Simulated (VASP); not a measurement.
A run of VASP 6.6.1 is set up as follows.

The input POSCAR:

```
Se                                      
1.0
    4.1602236136      0.0000000000      0.0000000000
   -2.0801118067      3.6028593365     -0.0000000000
    0.0000000000     -0.0000000000      5.0597835839
  Se            
     3
Direct
     0.2430534743745544    0.0000000000000000    0.3333333300000021
     0.9999999999996732    0.2430534743739007    0.6666666699999979
     0.7569465256257725    0.7569465256260993    0.0000000000000000
```

INCAR.step1

```
SYSTEM = Se
ALGO = Normal ; EDIFF = 1E-7
ENCUT = 520 ; GGA = PE
ISIF = 2 ; ISMEAR = 0
IVDW = 12 ; LASPH = .TRUE.
LCHARG = .TRUE. ; LREAL = .FALSE.
LWAVE = .FALSE. ; NBANDS = 16
NELM = 60 ; PREC = Accurate
SIGMA = 0.02
```

File KPOINTS.step1:

```
k-points
0
G
  3 3 2
  0 0 0
```

File INCAR.step2:

```
SYSTEM = Se
ALGO = Normal ; EDIFF = 1E-7
ENCUT = 520 ; GGA = PE
ICHARG = 11 ; ISIF = 2
ISMEAR = 0 ; IVDW = 12
LASPH = .TRUE. ; LCHARG = .FALSE.
LREAL = .FALSE. ; LWAVE = .FALSE.
NBANDS = 16 ; NELM = 60
PREC = Accurate ; SIGMA = 0.05
```

File KPOINTS.step2:

```
path GMKGALHA,LM,KH
10
line-mode
reciprocal
 0.0000000000  0.0000000000  0.0000000000  G
 0.5000000000  0.0000000000  0.0000000000  M

 0.5000000000  0.0000000000  0.0000000000  M
 0.3333333333  0.3333333333  0.0000000000  K

 0.3333333333  0.3333333333  0.0000000000  K
 0.0000000000  0.0000000000  0.0000000000  G

 0.0000000000  0.0000000000  0.0000000000  G
 0.0000000000  0.0000000000  0.5000000000  A

 0.0000000000  0.0000000000  0.5000000000  A
 0.5000000000  0.0000000000  0.5000000000  L

 0.5000000000  0.0000000000  0.5000000000  L
 0.3333333333  0.3333333333  0.5000000000  H

 0.3333333333  0.3333333333  0.5000000000  H
 0.0000000000  0.0000000000  0.5000000000  A

 0.5000000000  0.0000000000  0.5000000000  L
 0.5000000000  0.0000000000  0.0000000000  M

 0.3333333333  0.3333333333  0.0000000000  K
 0.3333333333  0.3333333333  0.5000000000  H
```

Potentials or basis: VASP PAW PBE potentials, release 64 (Se).

Run with:

```console
$ cat potpaw_PBE.64/Se/POTCAR > POTCAR
$ cp INCAR.step1 INCAR
$ cp KPOINTS.step1 KPOINTS
$ mpirun -np 1 vasp_std > vasp.out
$ cp INCAR.step2 INCAR
$ cp KPOINTS.step2 KPOINTS
$ mpirun -np 1 vasp_std > vasp.out
```

Task: Predict the band gap along the path.

Result: 0.65 eV, indirect (least direct gap 0.76 eV).

Task: Estimate the band gap on the k mesh.

Result: 0.76 eV, direct.

Levels at the corners of the path, in eV from the valence-band top:
| point | band 5 | band 6 | band 7 | band 8 | band 9 | band 10 | band 11 | band 12 | band 13 | band 14 |
| --- | --- | --- | --- | --- | --- | --- | --- | --- | --- | --- |
| Γ | -3.59 | -3.59 | -1.96 | -1.96 | -0.55 | 1.50 | 1.50 | 1.94 | 6.41 | 6.41 |
| M | -4.88 | -3.74 | -3.34 | -1.57 | -1.03 | 1.54 | 1.80 | 4.14 | 4.64 | 8.23 |
| M | -4.88 | -3.74 | -3.34 | -1.57 | -1.03 | 1.54 | 1.80 | 4.14 | 4.64 | 8.23 |
| K | -5.12 | -3.11 | -3.11 | -2.95 | -2.20 | 3.10 | 3.10 | 3.63 | 5.92 | 7.54 |
| K | -5.12 | -3.11 | -3.11 | -2.95 | -2.20 | 3.10 | 3.10 | 3.63 | 5.92 | 7.54 |
| Γ | -3.59 | -3.59 | -1.96 | -1.96 | -0.55 | 1.50 | 1.50 | 1.94 | 6.41 | 6.41 |
| Γ | -3.59 | -3.59 | -1.96 | -1.96 | -0.55 | 1.50 | 1.50 | 1.94 | 6.41 | 6.41 |
| A | -3.23 | -3.23 | -1.49 | -1.49 | -1.35 | 0.91 | 0.91 | 0.97 | 5.86 | 7.01 |
| A | -3.23 | -3.23 | -1.49 | -1.49 | -1.35 | 0.91 | 0.91 | 0.97 | 5.86 | 7.01 |
| L | -4.40 | -4.27 | -2.33 | -1.80 | -0.05 | 1.43 | 2.58 | 2.80 | 6.10 | 7.57 |
| L | -4.40 | -4.27 | -2.33 | -1.80 | -0.05 | 1.43 | 2.58 | 2.80 | 6.10 | 7.57 |
| H | -5.34 | -5.34 | -1.09 | -0.11 | -0.11 | 0.65 | 2.30 | 2.30 | 6.97 | 8.47 |
| H | -5.34 | -5.34 | -1.09 | -0.11 | -0.11 | 0.65 | 2.30 | 2.30 | 6.97 | 8.47 |
| A | -3.23 | -3.23 | -1.49 | -1.49 | -1.35 | 0.91 | 0.91 | 0.97 | 5.86 | 7.01 |
| L | -4.40 | -4.27 | -2.33 | -1.80 | -0.05 | 1.43 | 2.58 | 2.80 | 6.10 | 7.57 |
| M | -4.88 | -3.74 | -3.34 | -1.57 | -1.03 | 1.54 | 1.80 | 4.14 | 4.64 | 8.23 |
| K | -5.12 | -3.11 | -3.11 | -2.95 | -2.20 | 3.10 | 3.10 | 3.63 | 5.92 | 7.54 |
| H | -5.34 | -5.34 | -1.09 | -0.11 | -0.11 | 0.65 | 2.30 | 2.30 | 6.97 | 8.47 |

Caveat: the k mesh is coarse (spacing up to 0.62 Å⁻¹), so the values aren't converged; the log is that of the step along the path at fixed density, whose energy, stress, charges and moments have no meaning; the mesh misses the band edges, which the band path finds closer together.
